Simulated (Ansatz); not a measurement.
# Run record: phonons of In (I4/mmm)

Computed with PBEsol, PAW on Ansatz 0.2.0's default frozen-core files (fitted under PBE), scalar-relativistic; not a measurement.

The cell comes from a PAW relaxation under the same functional.

Command:

```sh
ansatz run input.yaml --threads 2 --pin off --max-ram 5120MiB --backend cpu --events-out ev --progress --plain --runs-dir out
```

Input file:

```yaml
crystal:
  lattice:
    - [-1.6135625197, 1.6135625197, 2.4559139518]
    - [1.6135625197, -1.6135625197, 2.4559139518]
    - [1.6135625197, 1.6135625197, -2.4559139518]
  atoms:
    - { symbol: In, position: [0.0, 0.0, 0.0] }
kpoints:
  mp_grid: { grid: [22, 22, 22] }
scf:
  occupations: { method: fermi_dirac, width: 0.1 }
hamiltonian:
  xc: pbesol
  pseudopotentials: { kind: paw }
phonons:
  qmesh: [2, 2, 2]
  qpath:
    path:
      - [0.0, 0.0, 0.0]
      - [0.0, 0.0, 0.5]
      - [0.25, 0.25, 0.25]
      - [0.0, 0.5, 0.0]
      - [0.0, 0.0, 0.0]
      - [0.5, 0.5, -0.5]
      - [0.3579158687, 0.6420841313, -0.3579158687]
      - [-0.3579158687, 0.3579158687, 0.3579158687]
      - [0.0, 0.0, 0.0]
    npoints: 6
  temperatures: { t_min: 0, t_max: 1000, t_step: 100 }
```

Output (shortened where marked):

```
Warning: RAYON_NUM_THREADS=2 ignored (pool sized by the plan → 2); use --threads N
Engine: ansatz 0.2.0, aarch64-unknown-linux-gnu
Pseudopotentials: kind: paw
Pseudopotential: In, paw, valence charge 13, recommended cutoff 420 eV (normal), In.paw.azcp
Functional definition: PBEsol
  exchange = pbesol_x
  correlation = pbesol_c
Crystal: 2 atoms, lattice volume = 51.153 Å³
Basis set: ecut = 420 eV, 1009 PW (Γ), FFT grids on a1, a1+a2−a3, a3, exchange–correlation on 48×80×48 points (8 copies of the dense FFT grid, shifted against one another)
Bands: 18, of which v1, the nominal top of the filled ones, is band 13 counted from 1 (12 counted from 0)
Symmetry: 8 space group operations
k-points: 1398 of 5324
Non-local potential: In, projectors of the file, l = 0: 2, l = 1: 2, l = 2: 2, l = 3: 2
PAW form: soft (Blöchl's): semilocal exchange-correlation on the pseudo side does not see the compensation charge
PAW frozen core: In, regenerated for the run's functional, and the local potential with it (the file was generated under x = pbe(κ = 0.804, μ = 0.2195149727645171), c = pbe(β = 0.06672455060314922))
PAW one-centre angular grid: In, 590 points (default); XC on 64 Gauss nodes
[... 116 lines left out ...]
  symmetry images taken by strict's conditions (phonons.symmetry_images: auto; settled by no image being taken that strict refuses)
  supercell 2 (2 cells, vectors [1, 0, 0], [0, 1, 0], [0, 2, 2] in multiples of the cell's): 2 displaced members by 0.0025 Å; free energy -11050.830802 eV; taken off its force constants: by the sum rule 2.2e-5, by the ...
  symmetry images taken by strict's conditions (phonons.symmetry_images: auto; settled by no image being taken that strict refuses)
  supercell 3 (2 cells, vectors [0, 1, 1], [-1, 0, -1], [0, 0, 2] in multiples of the cell's): 2 displaced members by 0.0025 Å; free energy -11050.830802 eV; taken off its force constants: by the sum rule 5.2e-5, by the ...
  symmetry images taken by strict's conditions (phonons.symmetry_images: auto; settled by no image being taken that strict refuses)
  q = [0.0000, 0.0000, 0.0000] (star 1, supercell 1; hermiticity 0.00e0, symmetrization 0.00e0): 0.00 0.00 0.00
  q = [0.0000, 0.0000, -0.5000] (star 2, supercell 2; hermiticity 2.45e-16, symmetrization 1.33e-15): 46.77 74.72 115.90
  q = [0.0000, -0.5000, 0.0000] (star 4, supercell 1; hermiticity 2.45e-16, symmetrization 7.80e-16): 24.12 35.98 117.30
  q = [-0.5000, -0.5000, -0.5000] (star 1, supercell 3; hermiticity 2.45e-16, symmetrization 1.08e-15): 49.92 49.92 108.35
  joined force constants: q→R imaginary residual 0.00e0
  density of states and harmonic sums: on the 24×24×28 q-mesh, interpolated from the force constants of a 2×2×2 supercell (no non-analytic term)
  largest difference from the sums on the solved wave vectors: F 7.25e-2 eV, S 1.05e-4 and C_V 3.23e-5 eV/K
```

The calculation finished and met its thresholds.

Harmonic thermodynamics:

Harmonic phonons of a crystal by Kohn-Sham DFT at the given cell, standard atomic masses, acoustic sum rule imposed; negative wavenumbers are unstable modes; sums over wave vectors interpolated from the q mesh.

* Zero point energy: 12.1 meV/atom

```
temperature (K)  phonon heat capacity (k_B/atom)  phonon entropy (k_B/atom)  phonon free energy (meV/atom)
            100                            2.758                      3.682                          -3.67
            200                            2.936                      5.667                         -44.85
            300                            2.971                      6.866                         -99.19
            400                            2.983                      7.722                         -162.2
            500                            2.989                      8.389                         -231.7
            600                            2.993                      8.934                         -306.5
            700                            2.994                      9.396                         -385.5
            800                            2.996                      9.796                         -468.2
            900                            2.997                      10.15                         -554.2
           1000                            2.997                      10.46                           -643
```

**Phonons on the q mesh**

One row a degenerate set, branches counted upwards.

- Unstable phonons: no

| point | q a (r.l.u.) | q b (r.l.u.) | q c (r.l.u.) | branch | phonon wavenumber (cm⁻¹) | degeneracy |
| --- | --- | --- | --- | --- | --- | --- |
| N | 0.5 | 0 | 0 | 1 | 24.1 | 1 |
| N | 0.5 | 0 | 0 | 2 | 36 | 1 |
| N | 0.5 | 0 | 0 | 3 | 117.3 | 1 |
| X | 0.5 | 0.5 | 0 | 1 | 46.8 | 1 |
| X | 0.5 | 0.5 | 0 | 2 | 74.7 | 1 |
| X | 0.5 | 0.5 | 0 | 3 | 115.9 | 1 |
| M | 0.5 | 0.5 | 0.5 | 1 | 49.9 | 2 |
| M | 0.5 | 0.5 | 0.5 | 3 | 108.4 | 1 |

Keep in mind: frozen-core PAW files fitted under PBE, their cores solved anew for the functional of the run; responses of metals move with mesh and smearing; a very soft zone-boundary mode, near an instability or sensitive to the mesh; coarse q mesh.

It took 6.6 min on 2 threads of Arm Neoverse V1 (shared host), peak memory 2.9 GiB.
